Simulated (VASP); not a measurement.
## NaF (strained zincblende): one PBE single-point calculation in two programs

```
CELL_PARAMETERS angstrom
0.00000 2.53126 2.53126
2.40596 0.00000 2.53126
2.40596 2.53126 0.00000
ATOMIC_POSITIONS crystal
Na 0.00000 0.00000 0.00000
F 0.25000 0.25000 0.25000
```

The two codes use different PAW datasets and cutoffs. VASP's cell holds 14 valence electrons and Ansatz's 16. Ansatz's stress includes a Pulay correction; VASP's doesn't.

Cutoffs: 520 eV in VASP, 420 eV in Ansatz. k meshes: 8×8×8 and 8×8×8.

```
                              VASP   Ansatz
gap between bands v and c  5.76 eV  5.78 eV
         least direct gap  5.76 eV  5.78 eV
                 pressure  4.2 GPa  4.2 GPa
```

Band v is the last that the valence electrons fill when counted band by band, and c is the next. Levels in eV from the top of v, Ansatz:

| point | v−1 | v | c | c+1 |
| --- | --- | --- | --- | --- |
| Γ | -0.03 | 0.00 | 5.78 | 19.80 |
| X | -0.17 | -0.15 | 10.09 | 12.15 |
| K | -0.42 | -0.11 | 10.64 | 12.22 |
| L | -0.09 | -0.02 | 10.21 | 11.26 |
| W | -0.49 | -0.22 | 10.85 | 12.28 |

VASP:

```json
{"point": "Γ", "v−1": "-0.03", "v": "0.00", "c": "5.76", "c+1": "19.80"}
{"point": "X", "v−1": "-0.17", "v": "-0.15", "c": "10.08", "c+1": "12.13"}
{"point": "K", "v−1": "-0.42", "v": "-0.11", "c": "10.63", "c+1": "12.21"}
{"point": "L", "v−1": "-0.09", "v": "-0.02", "c": "10.20", "c+1": "11.25"}
{"point": "W", "v−1": "-0.49", "v": "-0.22", "c": "10.84", "c+1": "12.27"}
```
